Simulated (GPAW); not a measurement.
The system is AlCo3.

```
Co Al
1.0
     3.57495    0.00000    0.00000
     0.00000    3.57495    0.00000
     0.00000    0.00000    3.57495
Co Al
3 1
Cartesian
  0.0000 1.7875 1.7875
  1.7875 0.0000 1.7875
  1.7875 1.7875 0.0000
  0.0000 0.0000 0.0000
```

The cell comes from a database or a generator and needn't be the stable form of this composition.

Base run:

```yaml
Program: GPAW 26.7.0
Functional: PBEsol
Potentials_or_basis: PAW data sets generated in the run's folder for this functional
Cutoff: 600 eV
Basis: pw
k_mesh: 8 × 8 × 8
Occupations: fermi-dirac, width 0.05 eV
Spin: collinear spin, ferromagnetic start
Starting_moments: "[2.0, 2.0, 2.0, 0.0] μB"
```

Its results: pressure -7.1 GPa; net moment 3.86 μB per cell; site moments Co +1.32; Al -0.05 μB.

Problem. The run is repeated on the same cell with these changes: hubbard terms from none to Co d U = 2 eV. What comes out?

Solution. Pressure -0.2 GPa; net moment 4.63 μB per cell; site moments Co +1.61; Al -0.06 μB.

Caveats: the U is typed as a test and isn't derived for this compound (some runs).
